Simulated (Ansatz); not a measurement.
# What CdS (Fm-3m) distorts into

Wanted: the energy along a soft mode of CdS (Fm-3m) and the structure at the end.

Calculated with Ansatz 0.2.0; DFT LDA, scalar-relativistic, plane waves, PAW; PAW set soft_1.

This is a report of a sequence of runs, with most program output left out.

### Step 1. Set-up

It takes space group Fm-3m (No. 225, cubic). Conventional cell: a = 5.340 Å, b = 5.340 Å, c = 5.340 Å, α = 90.00°, β = 90.00°, γ = 90.00°. Cd has 6 S at 2.67 Å nearest. Nearest to S lie 6 Cd at 2.67 Å. Farther neighbours and most contacts between anions are not listed.

### Step 2. Response at finite wavevector

The cell comes from relaxations at this level that are not shown. Stability and thermal properties need the whole zone. Linear response on a 4×4×4 q mesh gives force constants as far as a supercell of that size would.

The input, input.yaml:

```yaml
crystal:
  lattice:
    - [0.0, 2.6698506594, 2.6698506594]
    - [2.6698506594, 0.0, 2.6698506594]
    - [2.6698506594, 2.6698506594, 0.0]
  atoms:
    - { symbol: Cd, position: [0.0, 0.0, 0.0] }
    - { symbol: S, position: [0.5, 0.5, 0.5] }
kpoints:
  mp_grid: { grid: [16, 16, 16] }
hamiltonian:
  xc: lda
  pseudopotentials: { kind: paw, azcp: { folder: soft_1 }, xc_functional: pbe }
scf:
  occupations: { method: methfessel_paxton, width: 0.2 }
output:
  eigenvalues: true
phonons:
  method: dfpt
  qmesh: [4, 4, 4]
  temperatures: { t_max: 1000, t_step: 50 }
  qpath:
    path:
      - [[0.0, 0.0, 0.0], [0.5, 0.0, 0.5], [0.625, 0.25, 0.625]]
      - [[0.375, 0.375, 0.75], [0.0, 0.0, 0.0], [0.5, 0.5, 0.5], [0.5, 0.25, 0.75], [0.5, 0.0, 0.5]]
    npoints: 10
```

The run is started by

```sh
ansatz run input.yaml --threads 4 --pin off --max-ram 10240MiB --backend cpu --events-out ev --progress --plain --runs-dir out
```

The job ended after 7.3 min (4 threads of Arm Neoverse V2, shared host; peak memory 5.3 GiB).

Numbers from this step:

```yaml
volume_per_atom: 19.03 Å³
gap_on_the_k_mesh: 0 eV
sum_rule_residual_before_enforcement: 1.01e-4 eV/Å²
lowest_frequency_on_the_path: -71.71 cm⁻¹
point_group: m-3m
highest_frequency_on_the_path_or_at_a_solved_wavevector: 286.4 cm⁻¹
highest_optical_mode_at_the_zone_centre_no_lo_to_term: 151.8 cm⁻¹
lowest_optical_zone_centre_mode: 151.8 cm⁻¹
lowest_mode_on_the_q_mesh_acoustic_modes_at_gamma_apart: -71.71 cm⁻¹
```

Frequencies (cm⁻¹) solved at each irreducible wavevector; negative means imaginary. Frequencies by wavevector, by row:

```csv
q in reciprocal lattice units,star,mode 1,mode 2,mode 3,mode 4,mode 5,mode 6
0 0 0,1,0,0,0,151.8,151.8,151.8
0 0 0.25,8,62.2,62.2,113.4,132.5,132.5,272.4
0 0 -0.5,4,-71.7,-71.7,94.3,94.3,157.8,277.8
0 0.25 0.25,6,48.9,48.9,115.6,186.5,186.5,244.2
0 0.25 -0.5,24,73.9,86.8,117,163.6,196.7,266.4
0 0.25 -0.25,12,37.4,69.5,93.7,132.8,221.2,259.8
0 -0.5 -0.5,3,56.1,56.1,85.9,208.5,208.5,263.3
0.25 -0.5 -0.25,6,77.2,77.2,110,210.8,240.7,240.7
```

Interpolated from a 4×4×4 q mesh. The phonon branches at the labelled points (cm⁻¹):

```csv
point,branch 1,branch 2,branch 3,branch 4,branch 5,branch 6
Γ,0,0,0,152,152,152
halfway,49,49,116,186,186,244
X,56,56,86,208,208,263
halfway,64,75,84,202,222,261
U,77,80,102,175,244,252
jump to K,77,80,102,175,244,252
halfway,56,63,93,124,203,262
Γ,0,0,0,152,152,152
halfway,62,62,113,132,132,272
L,-72,-72,94,94,158,278
halfway,79,89,124,129,185,270
W,77,77,110,211,241,241
halfway,68,83,88,211,221,258
X,56,56,86,208,208,263
```

Symmetry leaves 8 wavevectors to solve. The lowest mode among them, the acoustic zeros apart, lies at q = (0, 0, -0.5) and is imaginary, 71.7i cm⁻¹, so the energy falls along it.

### Step 3. The mode frozen in, largest atomic shift 0 Å

The mode followed lies at q = (0, 0, -0.5) with frequency 71.7i cm⁻¹ and is 2-fold degenerate, the softest among the wavevectors solved. At small amplitude the distorted cell has space group no. 12 by a symmetry search on the positions. The undistorted cell that holds it gives the zero of energy on the same k mesh.

System of this step: CdS. The structure is cubic, space group Fm-3m (No. 225). The conventional cell has a = 5.340 Å, b = 5.340 Å, c = 5.340 Å, α = 90.00°, β = 90.00°, γ = 90.00°. Nearest to Cd lie 6 S at 2.67 Å. Nearest to S lie 6 Cd at 2.67 Å. Farther neighbours and most contacts between anions are not listed.

input.yaml, the sections that differ from step 2:

```yaml
crystal:
  lattice:
    - [0.0, 2.6698506594, 2.6698506594]
    - [-2.6698506594, 2.6698506594, 0.0]
    - [-2.6698506594, -2.6698506594, 5.3397013187]
  atoms:
    - { symbol: Cd, position: [0.0, 1.0, 1.0] }
    - { symbol: Cd, position: [0.0, 0.5, 0.5] }
    - { symbol: S, position: [0.5, 0.25, 0.75] }
    - { symbol: S, position: [0.5, 0.75, 0.25] }
kpoints:
  mp_grid: { grid: [15, 15, 15] }
output:
  forces: true
  stress: true
  eigenvalues: true
# hamiltonian, scf: as in step 2
# phonons: removed
```

The job ended after 7.7 s (4 threads; peak memory 0.77 GiB; 30 s of CPU time).

This step gave:

| Item | Value |
| --- | --- |
| pressure | 0.008024 GPa |
| energy from the undistorted cell | 0 meV/atom |

The run ends at a pressure of 0.01 GPa.

### Step 4. The mode frozen in, largest atomic shift 0.04 Å

The atoms are moved along the unstable eigenvector, the largest shift by 0.04 Å, with the cell fixed.

input.yaml: that of step 3 with these lines changed.

```diff
@@ -8,4 +8,4 @@
     - { symbol: Cd, position: [0.0, 0.5, 0.5] }
-    - { symbol: S, position: [0.5, 0.25, 0.75] }
-    - { symbol: S, position: [0.5, 0.75, 0.25] }
+    - { symbol: S, position: [0.5122328427, 0.2438835786, 0.75] }
+    - { symbol: S, position: [0.4877671573, 0.7561164214, 0.25] }
 kpoints:
```

Elapsed: 19 s, on 4 threads; peak memory 1.5 GiB.

Numbers from this step:

* pressure: 0.06317 GPa
* gap on the k-mesh: 0.1411 eV
* energy from the undistorted cell: -0.199 meV/atom

The energy, extrapolated to zero smearing, is -0.20 meV/atom against the undistorted cell.

The run ends at a pressure of 0.06 GPa, with forces up to 0.011 eV/Å.

### Step 5. Energy along the mode, all amplitudes (two of the runs are shown above)

An imaginary frequency means negative curvature, so the energy should fall and then rise again as anharmonic terms take over.

This step gave:

```
depth at the lowest point sampled  : 0.199 meV/atom
largest atomic shift at that point : 0.04 Å
```

Table of energy from the parent by largest atomic shift:

```csv
largest atomic shift (Å),energy from the parent (meV/atom)
0.0000,0
0.0400,-0.199
0.0800,-0.142
0.1400,2.04
0.2200,12.2
```

Displacement at unit largest shift by atom:

```csv
atom,x (Å),y (Å),z (Å),size
Cd1,0.000,0.000,0.000,0.000
Cd2,0.000,0.000,0.000,0.000
S3,0.408,0.408,0.816,0.999
S4,-0.408,-0.408,-0.816,0.999
```

The lowest of the steps tried is at 0.04 Å, 0.199 meV/atom below the parent; the bottom of the well need not coincide with a step.

### Step 6. Relaxing from the distorted cell

Starting from the lowest point found, all atoms and the cell are let go, so that strain and other modes of the same symmetry can join in.

input.yaml: that of step 4 with these lines changed.

```diff
@@ -21 +21,6 @@
   eigenvalues: true
+relax:
+  adjacent_minimum: "off"
+  f_tol: 0.002
+  max_steps: 120
+  cell: { stress_tol: 0.03 }
```

Elapsed: 2.2 min, on 4 threads; peak memory 1.6 GiB; 8.7 min of CPU time.

Relaxation path:

```csv
step,energy less that of the first step (eV),largest force component (eV/Å),pressure (GPa),volume (Å³)
1,0.0000,0.0088,0.06,76.12
2,0.0000,0.0092,-0.03,76.21
3,-0.0001,0.0088,-0.05,76.23
4,-0.0002,0.0069,-0.07,76.33
5,-0.0003,0.0024,0.01,76.24
6,-0.0003,0.0002,0.00,76.24
7*,-0.0003,0.0002,0.00,76.24
```

Relaxation steps marked * repeat the geometry before them on a plane-wave basis chosen anew for their cell, so energy and pressure can jump there.

The run keeps the 4 symmetry operations that it works with, so distortions that break them were not tested.

```csv
cell as run,before,after,change
a (Å),3.776,3.780,+0.1 %
b (Å),3.776,3.776,+0.0 %
c (Å),6.540,6.538,-0.0 %
β (°),73.22,73.27,+0.1 %
γ (°),60.00,60.03,+0.0 %
volume (Å³/atom),19.03,19.06,+0.2 %
```

The atoms that moved most (Å, as changes of fractional coordinates times the final cell):

```csv
atom,dx,dy,dz,length
S4,-0.009,-0.009,-0.018,0.022
S3,0.009,0.009,0.018,0.022
```

Final coordinates:

```xyz
4
Lattice="0.0031 2.6733 2.6717 -2.6702 2.6702 0.0000 -2.6701 -2.6701 5.3370" Properties=species:S:1:pos:R:3 pbc="T T T"
Cd   -5.3403    0.0002    5.3370
Cd   -2.6702    0.0001    2.6685
S    -2.6433    0.0269    5.3888
S    -2.6939    2.6466    2.6199
```

Numbers from this step:

```yaml
pressure: 2.30e-4 GPa
volume_per_atom: 19.06 Å³
gap_on_the_k_mesh: 0.2234 eV
```

The distorted start has space group C2/m; the relaxation ends in C2/m.

### Step 7. The new phase in its own primitive cell

The relaxed structure is symmetrised, reduced to its primitive cell and relaxed tightly, as its phonons need.

input.yaml, the sections that differ from step 6:

```yaml
crystal:
  lattice:
    - [3.2740697683, -1.8881518186, 0.0]
    - [3.2740697683, 1.8881518186, 0.0]
    - [-2.1724542036, 0.0, 6.166255957]
  atoms:
    - { symbol: Cd, position: [0.0, 0.0, 0.0] }
    - { symbol: Cd, position: [0.5, 0.5, 0.5] }
    - { symbol: S, position: [0.2405890524, 0.2405890524, 0.7499872304] }
    - { symbol: S, position: [0.7594109476, 0.7594109476, 0.2500127696] }
kpoints:
  mp_grid: { grid: [10, 10, 6] }
relax:
  adjacent_minimum: "off"
  f_tol: 0.001
  max_steps: 60
  cell: { stress_tol: 0.01 }
# hamiltonian, scf, output: as in step 6
```

Elapsed: 24 s, on 4 threads; peak memory 0.59 GiB; 93 s of CPU time.

The steps of the relaxation:

```csv
step,energy less that of the first step (eV),largest force component (eV/Å),pressure (GPa),volume (Å³)
1,0.0000,0.0038,0.00,76.24
2,0.0000,0.0035,0.00,76.24
3,0.0000,0.0027,0.01,76.22
4,0.0000,0.0153,-0.03,76.24
5,0.0000,0.0001,0.00,76.22
6*,0.0000,0.0001,0.00,76.22
```

Relaxation steps marked * repeat the geometry before them on a plane-wave basis chosen anew for their cell, so energy and pressure can jump there. Relaxation step 4 was tried and not accepted.

Forces are held to the 4 operations that the run works with; a distortion that breaks them can't arise in this run.

```csv
cell as run,before,after,change
a (Å),3.780,3.779,-0.0 %
b (Å),3.780,3.779,-0.0 %
c (Å),6.538,6.539,+0.0 %
α (°),106.73,106.75,+0.0 %
β (°),106.73,106.75,+0.0 %
volume (Å³/atom),19.06,19.06,-0.0 %
```

Final coordinates:

```xyz
4
Lattice="3.2733 -1.8880 -0.0009 3.2733 1.8880 -0.0009 -2.1735 0.0000 6.1672" Properties=species:S:1:pos:R:3 pbc="T T T"
Cd    0.0000    0.0000    0.0000
Cd    2.1865    0.0000    3.0828
S    -0.0494    0.0000    4.6250
S     4.4224    0.0000    1.5405
```

Numbers from this step:

| Property | Result |
| --- | --- |
| pressure | 1.90e-4 GPa |
| gap on the k-mesh | 0.1924 eV |
| direct gap on mesh | 0.1983 eV |

The largest force component left is 0.069 meV/Å and the pressure is 0.000 GPa, within the tolerances set. The cell now holds 19.06 Å³/atom.

### Step 8. Modes of the new phase, k-mesh 10×10×6

A relaxed structure may still be a saddle point, so its zone-centre modes are computed. No field response is asked.

input.yaml, the sections that differ from step 7:

```yaml
crystal:
  lattice:
    - [3.2732653944, -1.8880499436, -0.0008532957]
    - [3.2732653944, 1.8880499436, -0.0008532957]
    - [-2.1735275388, 0.0, 6.1672206526]
  atoms:
    - { symbol: Cd, position: [0.0, 0.0, 0.0] }
    - { symbol: Cd, position: [0.5, 0.5, 0.5] }
    - { symbol: S, position: [0.2414609084, 0.2414609084, 0.7499959186] }
    - { symbol: S, position: [0.7585390916, 0.7585390916, 0.2500040814] }
output:
  eigenvalues: true
phonons:
  method: dfpt
# kpoints, hamiltonian, scf: as in step 7
# relax: removed
```

Elapsed: 93 s, on 4 threads; peak memory 1.3 GiB.

This step gave:

| Item | Value |
| --- | --- |
| sum-rule residual before enforcement | 2.80e-5 eV/Å² |
| point group | 2/m |
| highest optical mode at the zone centre (no LO-TO term) | 278.6 cm⁻¹ |
| lowest optical zone-centre mode | 18.01 cm⁻¹ |

Patterns of degenerate modes are one choice out of their space. Modes at Γ, with each element's share of the kinetic energy:

```csv
mode,frequency (cm⁻¹),symmetry,Cd %,S %
1,0.0,acoustic,78,22
2,0.0,acoustic,78,22
3,0.0,acoustic,78,22
4,18.0,Bg,0,100
5,75.6,Ag,0,100
6,87.6,Bu,94,6
7,91.0,Au,97,3
8,145.4,Bu,52,48
9,154.4,Au,25,75
10,157.0,Bu,40,60
11,167.8,Bu,58,42
12,278.6,Ag,0,100
```

Displacements in mode 4 (18.0 cm⁻¹), the largest set to 1:
```
Cd1  0.00  0.00  0.00
Cd2  0.00  0.00  0.00
S3   0.00  1.00  0.00
S4   0.00 -1.00  0.00
```

Displacements in mode 12 (278.6 cm⁻¹), the largest set to 1:
```
Cd1  0.00  0.00  0.00
Cd2  0.00  0.00  0.00
S3   0.00  0.00  1.00
S4   0.00  0.00 -1.00
```

Before it was imposed, the acoustic sum rule was missed by 2.8e-5 eV/Å². Small misses are needed for a sound result but don't prove that mesh and cutoff are converged. The lowest optical mode is real, 18.0 cm⁻¹.

### Step 9. Summary of results

```json
{
  "unstable mode of the parent": "q = (0, 0, -0.5), 72i cm⁻¹",
  "depth at the lowest point sampled": "0.199 meV/atom",
  "largest atomic shift at that point": "0.04 Å",
  "space group reached (within 0.01 Å)": "C2/m",
  "energy gained over the parent (first relaxation, on the mesh of the frozen mode)": "0.291 meV/atom",
  "volume per atom, phase reached": "19.1 Å³",
  "gap on the k-mesh, phase reached": "0.192 eV",
  "lowest optical zone-centre mode, phase reached": "18.0 cm⁻¹",
  "highest optical mode at the zone centre (no LO-TO term), phase reached": "279 cm⁻¹"
}
```

Along this mode the structure falls into C2/m, 0.291 meV/atom below the parent. At the parent's cell the well is 0.199 meV/atom deep on the steps tried, with its lowest point at a shift of 0.04 Å. Relaxing atoms and cell changes the gain by +0.09 meV/atom against the lowest step (energies at zero smearing). The new phase has no imaginary mode at the zone centre of its cell; other wavevectors were not checked. How so shallow a well moves with the k mesh was not tested. Each path keeps the symmetry of its pattern, so a lower phase may lie along a pattern not tried. With no gap, or one that is small against the smearing, the frequencies hang on the k mesh and the smearing, most of all near Kohn anomalies. A semilocal functional can close a gap that the real compound would have, so the metallic treatment may be an artefact of the level. The PAW files were made for PBE and serve the other functionals too.

[Logs are printed without paths, hosts, clocks, repeated set-up lines and the standing remarks that a program may print on its own settings, such as how far it seeks lower states.]

[Hosts, paths, dates, database ids (printed as entryN), source tags and the programs' standing remarks are cut or masked in the printed files.]
